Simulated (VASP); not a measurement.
# Ba (Fm-3m) in VASP: further runs

The runs below take Ba through single point, relaxation of cell and atoms, with PBEsol.

Everything below comes from runs of VASP 6.6.1. Logs are shortened: lines on timing, memory, paths and dates and some standing lists are left out, and cuts for length are marked.

## 1. The structure

The structure is cubic, space group Fm-3m (No. 225). Conventional cell: a = 6.163 Å, b = 6.163 Å, c = 6.163 Å, α = 90.00°, β = 90.00°, γ = 90.00°. Around Ba (site symmetry m-3m) lie 12 Ba at 4.36 Å.

This isn't the form of Ba at room conditions, which is bcc.

## 2. Single point, PBEsol

Input file INCAR:

```
PREC = Accurate
ENCUT = 520
EDIFF = 1E-6
ISMEAR = 0
SIGMA = 0.1
LREAL = F
LASPH = T
NELM = 100
ALGO = Fast
ISIF = 2
LWAVE = F
LCHARG = T
GGA = PS
LELF = T
LVHAR = T
NBANDS = 11
```

Input file KPOINTS:

```
regular mesh
0
Gamma
  12 12 12
```

Input file POSCAR:

```
Ba
1.0
    0.0000000000      3.0814483581      3.0814483581
    3.0814483581      0.0000000000      3.0814483581
    3.0814483581      3.0814483581      0.0000000000
Ba
1
Direct
    0.0000000000      0.0000000000      0.0000000000
```

Potentials or basis: VASP PAW PBE potentials, release 64 (Ba_sv).

Run with:

```console
> cat potpaw_PBE.64/Ba_sv/POTCAR > POTCAR
> mpirun -np 1 vasp_std > vasp.out
```

OUTCAR:

```text
PREC = Accurate
   ENCUT = 520
   EDIFF = 1E-6
   ISMEAR = 0
   LREAL = F
   LASPH = T
   NELM = 100
   ISIF = 2
   GGA = PS

 ion  position               nearest neighbor table
   1  0.000  0.000  0.000-

  LATTYP: Found a face centered cubic cell.
 ALAT       =     6.1628967162

  Lattice vectors:

 A1 = (   0.0000000000,   3.0814483581,   3.0814483581)
 A2 = (   3.0814483581,   0.0000000000,   3.0814483581)
 A3 = (   3.0814483581,   3.0814483581,   0.0000000000)

Analysis of symmetry for initial positions (statically):
=====================================================================
 Subroutine PRICEL returns:
 Original cell was already a primitive cell.

 Routine SETGRP: Setting up the symmetry group for a
 face centered cubic supercell.

 Subroutine GETGRP returns: Found 48 space group operations
 (whereof 48 operations were pure point group operations)
 out of a pool of 48 trial point group operations.

The static configuration has the point symmetry O_h .

Analysis of symmetry for dynamics (positions and initial velocities):
=====================================================================
 Subroutine PRICEL returns:
 Original cell was already a primitive cell.

 Routine SETGRP: Setting up the symmetry group for a
 face centered cubic supercell.

 Subroutine GETGRP returns: Found 48 space group operations
 (whereof 48 operations were pure point group operations)
 out of a pool of 48 trial point group operations.

The dynamic configuration has the point symmetry O_h .

 Subroutine INISYM returns: Found 48 space group operations
 (whereof 48 operations are pure point group operations),
 and found     1 'primitive' translations

----------------------------------------------------------------------------------------

                                     Primitive cell

  volume of cell :      58.5187

  direct lattice vectors                    reciprocal lattice vectors
     0.000000000  3.081448358  3.081448358    -0.162261360  0.162261360  0.162261360
     3.081448358  0.000000000  3.081448358     0.162261360 -0.162261360  0.162261360
     3.081448358  3.081448358  0.000000000     0.162261360  0.162261360 -0.162261360

  length of vectors
     4.357826060  4.357826060  4.357826060     0.281044919  0.281044919  0.281044919

  position of ions in fractional coordinates (direct lattice)
     0.000000000  0.000000000  0.000000000

  ion indices of the primitive-cell ions
   primitive index   ion index
                 1           1

----------------------------------------------------------------------------------------

 KPOINTS: regular mesh

Automatic generation of k-mesh.
 Grid dimensions read from file:
 generate k-points for:   12   12   12

 Generating k-lattice:

  Cartesian coordinates                     Fractional coordinates (reciprocal lattice)
    -0.013521780  0.013521780  0.013521780     0.083333333  0.000000000  0.000000000
     0.013521780 -0.013521780  0.013521780     0.000000000  0.083333333  0.000000000
     0.013521780  0.013521780 -0.013521780     0.000000000  0.000000000  0.083333333

  Length of vectors
     0.023420410  0.023420410  0.023420410

  Shift w.r.t. Gamma in fractional coordinates (k-lattice)
     0.000000000  0.000000000  0.000000000

 Subroutine IBZKPT returns following result:
 ===========================================

 Found     72 irreducible k-points:

 Following reciprocal coordinates:
            Coordinates               Weight
  0.000000  0.000000  0.000000      1.000000
  0.083333  0.000000  0.000000      8.000000
  0.166667  0.000000  0.000000      8.000000
  0.250000  0.000000  0.000000      8.000000
  0.333333  0.000000  0.000000      8.000000
  0.416667  0.000000  0.000000      8.000000
[... 16 lines left out ...]
  0.500000  0.166667  0.000000     24.000000
 -0.416667  0.166667  0.000000     24.000000
 [... further k-points ...]
   k-points           NKPTS =     72   k-points in BZ     NKDIM =     72   number of bands    NBANDS=     11
   number of dos      NEDOS =    301   number of ions     NIONS =      1
   total plane-waves  NPLWV =  32768
   dimension x,y,z NGX =    32 NGY =   32 NGZ =   32
   dimension x,y,z NGXF=    64 NGYF=   64 NGZF=   64
   ions per type =               1
   NGX,Y,Z   is equivalent  to a cutoff of  12.21, 12.21, 12.21 a.u.
   NGXF,Y,Z  is equivalent  to a cutoff of  24.42, 24.42, 24.42 a.u.
 SYSTEM =  unknown system
   PREC   = accura    normal or accurate (medium, high low for compatibility)
   ISTART =      0    job   : 0-new  1-cont  2-samecut
   ICHARG =      2    charge: 1-file 2-atom 10-const
   ISPIN  =      1    spin polarized calculation?
   LNONCOLLINEAR =      F non collinear calculations
   LSORBIT =      F    spin-orbit coupling
   LASPH  =      T    aspherical Exc in radial PAW
   ENCUT  =  520.0 eV  38.22 Ry    6.18 a.u.   8.10  8.10  8.10*2*pi/ulx,y,z
   NELM   =    100;   NELMIN=  2; NELMDL= -5     # of ELM steps
   EDIFF  = 0.1E-05   stopping-criterion for ELM
   LREAL  =      F    real-space projection
   EDIFFG = 0.1E-04   stopping-criterion for IOM
   NSW    =      0    number of steps for IOM
   IBRION =     -1    ionic relax: 0-MD 1-quasi-New 2-CG
   NFREE  =      0    steps in history (QN), initial steepest desc. (CG)
   ISIF   =      2    stress and relaxation
   ISYM   =      2    0-nonsym 1-usesym 2-fastsym
   POTIM  = 0.5000    time-step for ionic-motion
   TEBEG  =    0.0;   TEEND  =   0.0 temperature during run
   PSTRESS=    0.0 pullay stress
   NELECT =      10.0000    total number of electrons
   NUPDOWN=      -1.0000    fix difference up-down
   EMIN   =  10.00;   EMAX   =-10.00  energy-range for DOS
   EFERMI =   0.00;   METHOD = LEGACY
   ISMEAR =     0;   SIGMA  =   0.10  broadening in eV -4-tet -1-fermi 0-gaus
   EFERMI_NEDOS =   21; number of points for ismear=-14 and -15
   IALGO  =     68    algorithm
   IMIX   =      4    mixing-type and parameters
     AMIX     =   0.40;   BMIX     =  1.00
     AMIX_MAG =   1.60;   BMIX_MAG =  1.00
  volume/ion in A,a.u.               =      58.52       394.90
  Fermi-wavevector in a.u.,A,eV,Ry     =   0.908469  1.716757 11.229096  0.825315
  Thomas-Fermi vector in A             =   2.032398
   LORBIT       =      0    0 simple, 1 ext, 2 COOP (PROOUT), +10 PAW based schemes
   GGA     = PS    functional components
   LHFCALC =     F    Hartree Fock is set to
   AEXX    =    0.0000 exact exchange contribution
   IVDW    =     0    specifies the selected vdW correction
   LEPSILON=     F    determine dielectric tensor
   LRPA    =     F    only Hartree local field effects (RPA)
 non-spin polarized calculation
 RMM-DIIS sequential band-by-band and
 Gauss-broadening in eV      SIGMA  =   0.10
  energy-cutoff  :      520.00
  volume of cell :       58.52
 maximum number of plane-waves:      1604
   NGX = 17   NGY = 17   NGZ = 17

 number of electron      10.0000000 magnetization

 Free energy of the ion-electron system (eV)
  ---------------------------------------------------
  ext. energy  EPLUGINS =         0.00000000
  ---------------------------------------------------
  free energy    TOTEN  =        -2.13562937 eV

  energy without entropy =       -2.12733037  energy(sigma->0) =       -2.13147987

 E-fermi :   1.8166     XC(G=0):  -7.7489

 val. band max:        1.8033589054   @ k =  -0.2500   0.3333   0.0833
 cond. band min:       1.8167245488   @ k =   0.4167   0.3333   0.0000
 fundamental gap:      0.0133656434
 Fermi energy:         1.8165900870

 k-point     1 :       0.0000    0.0000    0.0000
  band No.  band energies     occupation
      1     -26.9289      2.00000
      2     -11.8179      2.00000
      3     -11.8179      2.00000
      4     -11.8179      2.00000
      5      -1.0211      2.00000
      6       3.6562      0.00000
      7       3.6562      0.00000
      8       3.6562      0.00000
      9       5.3741      0.00000
     10       5.3741      0.00000
     11       7.9859      0.00000

 k-point     2 :       0.0833    0.0000    0.0000
  band No.  band energies     occupation
      1     -26.9252      2.00000
      2     -11.8609      2.00000
      3     -11.8232      2.00000
      4     -11.8232      2.00000
      5      -0.8858      2.00000
      6       3.4920      0.00000
      7       3.7210      0.00000
      8       3.7210      0.00000
      9       5.2810      0.00000
     10       5.2810      0.00000
     11       8.3114      0.00000

 k-point     3 :       0.1667    0.0000    0.0000
  band No.  band energies     occupation
      1     -26.9150      2.00000
      2     -11.9755      2.00000
      3     -11.8374      2.00000
      4     -11.8374      2.00000
      5      -0.5112      2.00000
      6       3.1463      0.00000
      7       3.8486      0.00000
      8       3.8486      0.00000
      9       5.1508      0.00000
     10       5.1508      0.00000
     11       8.7019      0.00000

 k-point     4 :       0.2500    0.0000    0.0000
  band No.  band energies     occupation
      1     -26.9010      2.00000
      2     -12.1259      2.00000
      3     -11.8567      2.00000
      4     -11.8567      2.00000
      5       0.0037      2.00000
      6       2.8536      0.00000
      7       3.8466      0.00000
      8       3.8466      0.00000
      9       5.3022      0.00000
     10       5.3022      0.00000
     11       8.1980      0.00000
[... 239 lines left out ...]
 k-point    22 :       0.4167    0.1667    0.0000
  band No.  band energies     occupation
      1     -26.8755      2.00000
      2     -12.2892      2.00000
      3     -11.9539      2.00000
      4     -11.9290      2.00000
      5       0.9872      2.00000
      6       2.4296      0.00000
      7       3.1316      0.00000
      8       4.1166      0.00000
      9       5.8763      0.00000
     10       6.6271      0.00000
     11       8.5589      0.00000

 k-point    23 :       0.5000    0.1667    0.0000
  band No.  band energies     occupation
      1     -26.8682      2.00000
      2     -12.3493      2.00000
      3     -11.9854      2.00000
      4     -11.9287      2.00000
      5       1.2196      2.00000
      6       2.4710      0.00000
      7       3.1834      0.00000
      8       3.9739      0.00000
      9       6.5799      0.00000
     10       6.7551      0.00000
     11       8.0237      0.00000

 k-point    24 :      -0.4167    0.1667    0.0000
  band No.  band energies     occupation
      1     -26.8673      2.00000
      2     -12.3543      2.00000
      3     -12.0051      2.00000
      4     -11.9164      2.00000
      5       1.2752      2.00000
      6       2.5259      0.00000
      7       3.1981      0.00000
      8       3.9095      0.00000
      9       6.2872      0.00000
     10       6.9772      0.00000
     11       8.0338      0.00000

 [... further k-points ...]
[... 5 lines left out ...]
  --------------------------------------------------------------------------------------
  -------------------------------------------------------------------------------------
  Total        0.0220305      0.0220305      0.0220305     -0.0000000      0.0000000     -0.0000000
  in kB        0.6031711      0.6031711      0.6031711     -0.0000000      0.0000000     -0.0000000
  external PRESSURE =       0.6031711 kB  Pullay stress =       0.0000000 kB

 VOLUME and BASIS-vectors are now :
 -----------------------------------------------------------------------------
  energy-cutoff  :      520.00
  volume of cell :       58.52
      direct lattice vectors                 reciprocal lattice vectors
     0.000000000  3.081448358  3.081448358    -0.162261360  0.162261360  0.162261360
     3.081448358  0.000000000  3.081448358     0.162261360 -0.162261360  0.162261360
     3.081448358  3.081448358  0.000000000     0.162261360  0.162261360 -0.162261360

 POSITION                                       TOTAL-FORCE (eV/Angst)
 -----------------------------------------------------------------------------------
      0.00000      0.00000      0.00000        -0.000000     -0.000000     -0.000000
 -----------------------------------------------------------------------------------
    total drift:                                0.000000      0.000000     -0.000000

  FREE ENERGIE OF THE ION-ELECTRON SYSTEM (eV)
  ---------------------------------------------------
  free  energy   TOTEN  =        -2.1356293696 eV

  energy  without entropy=       -2.1273303692  energy(sigma->0) =       -2.13147987
```

Run time: 18 s. Hardware: 1 thread of Intel Xeon 6975P-C (Granite Rapids), shared host; peak memory 0.2 GiB.

What came out:

```
Free energy            : -2.1356 eV
Pressure               : 0.1 GPa
Band gap on the k mesh : none (metal or under the smearing width)
```

Levels at points of the mesh, in eV from the Fermi level:
```
           k point  band 2  band 3  band 4  band 5  band 6  band 7  band 8  band 9
(0.00, 0.00, 0.00)  -13.63  -13.63  -13.63   -2.84    1.84    1.84    1.84    3.56
(0.50, 0.00, 0.00)  -14.23  -13.71  -13.71   -1.01    1.29    1.68    1.68    4.88
(0.50, 0.50, 0.00)  -14.19  -13.84  -13.84   -0.91   -0.26    2.37    4.91    5.29
```

Caveat: the PAW data sets were made with another functional, which shifts forces and pressure a little.

## 3. Relaxation of cell and atoms, PBEsol

Input file INCAR:

```
PREC     = Accurate       # precision mode
ENCUT    = 600            # plane-wave cutoff, eV
EDIFF    = 1E-7           # SCF threshold, eV
ISMEAR   = 0              # smearing method
SIGMA    = 0.1            # smearing width, eV
LREAL    = F              # projectors in reciprocal space
LASPH    = T              # aspherical terms in the spheres
NELM     = 100            # most SCF steps
ALGO     = Normal         # electronic algorithm
ISIF     = 3              # what is computed and relaxed
LWAVE    = F              # write WAVECAR
LCHARG   = F              # write CHGCAR
GGA      = PS             # functional
IBRION   = 2              # ionic algorithm
NSW      = 100            # ionic steps
EDIFFG   = -0.005         # ionic threshold
```

Input file KPOINTS:

```
Automatic mesh
0
Gamma
  12 12 12
```

POSCAR is that of step 2.

Potentials or basis: VASP PAW PBE potentials, release 64 (Ba_sv).

Run with:

```console
> cat potpaw_PBE.64/Ba_sv/POTCAR > POTCAR
> mpirun -np 1 vasp_std > vasp.out
```

Run time: 27 s. Hardware: 1 thread of Intel Xeon 6975P-C (Granite Rapids), shared host; peak memory 0.23 GiB.

Results (log left out):

```
Free energy                            : -2.1356 eV
Relaxed volume                         : 58.75 Å³/atom
Relaxed cell                           : a = 4.363 Å, b = 4.363 Å, c = 4.363 Å, α = 60.00°, β = 60.00°, γ = 60.00°
Space group after relaxing (to 0.05 Å) : Fm-3m (No. 225)
Energy gained by relaxing              : 0.1 meV/atom
Ionic steps                            : 2
Pressure after relaxing                : 0.0 GPa
Band gap on the k mesh                 : none (metal or under the smearing width)
```

Final structure:
```cif
data_structure
_symmetry_space_group_name_H-M 'P 1'
_symmetry_Int_Tables_number 1
_cell_length_a 4.3635
_cell_length_b 4.3635
_cell_length_c 4.3635
_cell_angle_alpha 60.000
_cell_angle_beta 60.000
_cell_angle_gamma 60.000
_cell_volume 58.75
loop_
_atom_site_label
_atom_site_type_symbol
_atom_site_fract_x
_atom_site_fract_y
_atom_site_fract_z
_atom_site_occupancy
Ba1 Ba 0.00000 0.00000 0.00000 1
```

Levels at points of the mesh, in eV from the Fermi level:
```
           k point  band 2  band 3  band 4  band 5  band 6  band 7  band 8  band 9
(0.00, 0.00, 0.00)  -13.64  -13.64  -13.64   -2.84    1.84    1.84    1.84    3.55
(0.50, 0.00, 0.00)  -14.23  -13.72  -13.72   -1.01    1.28    1.68    1.68    4.86
(0.50, 0.50, 0.00)  -14.19  -13.85  -13.85   -0.91   -0.25    2.35    4.89    5.27
```

Caveat: the PAW data sets were made with another functional, which shifts forces and pressure a little. Spin-orbit coupling is left out, which matters for the levels of Ba.

## 4. Single point, PBEsol

This run uses another cell than the first one, of 67.56 Å³/atom, 1.155 times its volume.

Input file INCAR:

```
SYSTEM = Ba
ALGO = Normal
EDIFF = 1E-7
ENCUT = 520
GGA = PS
ISIF = 2
ISMEAR = 0
LASPH = .TRUE.
LCHARG = .FALSE.
LREAL = .FALSE.
LWAVE = .FALSE.
NBANDS = 11
NELM = 100
PREC = Accurate
SIGMA = 0.1
```

Input file KPOINTS:

```
k-points
0
G
  6 6 6
  0 0 0
```

Input file POSCAR:

```
Ba
1.0
    0.0000000000      3.2326650028      3.2326650028
    3.2326650028      0.0000000000      3.2326650028
    3.2326650028      3.2326650028      0.0000000000
Ba
1
Direct
    0.0000000000      0.0000000000      0.0000000000
```

Run with:

```console
> cat potpaw_PBE.64/Ba_sv/POTCAR > POTCAR
> mpirun -np 1 vasp_std > vasp.out
```

Wall time 6.4 s (1 thread of Intel Xeon 6975P-C (Granite Rapids), shared host); peak memory 0.2 GiB.

It converged, with:

```yaml
Free_energy: -2.0898 eV
Pressure: -1.0 GPa
Band_gap_on_the_k_mesh: none (metal or under the smearing width)
```

Levels at points of the mesh, in eV from the Fermi level:
```tsv
k point	band 2	band 3	band 4	band 5	band 6	band 7	band 8	band 9
(0.00, 0.00, 0.00)	-14.04	-14.04	-14.04	-2.85	1.61	1.61	1.61	3.07
(0.50, 0.00, 0.00)	-14.41	-14.09	-14.09	-1.03	0.80	1.48	1.48	4.17
(0.50, 0.50, 0.00)	-14.38	-14.17	-14.17	-0.82	-0.20	1.73	4.19	4.51
```

Caveat: the PAW data sets were made with another functional, which shifts forces and pressure a little. The run has no spin-orbit coupling, so splittings on Ba are missing.

## 5. Overview

```tsv
task	cell	k mesh	cutoff (eV)	gap on the mesh (eV)	pressure (GPa)
single point	Fm-3m, 58.52 Å³/atom	12 × 12 × 12	520	none	0.1
relaxation of cell and atoms	relaxed	12 × 12 × 12	600	none	0.0
single point	Fm-3m, 67.56 Å³/atom	6 × 6 × 6	520	none	-1.0
```

Alike in all rows: level PBEsol; potentials or basis VASP PAW PBE potentials, release 64 (Ba_sv); no spin polarisation; smearing gaussian 0.1 eV.

Caveats: the PAW data sets were made with another functional, which shifts forces and pressure a little.

Total energies depend on the potentials used, so only differences within one code and one set of settings carry meaning.
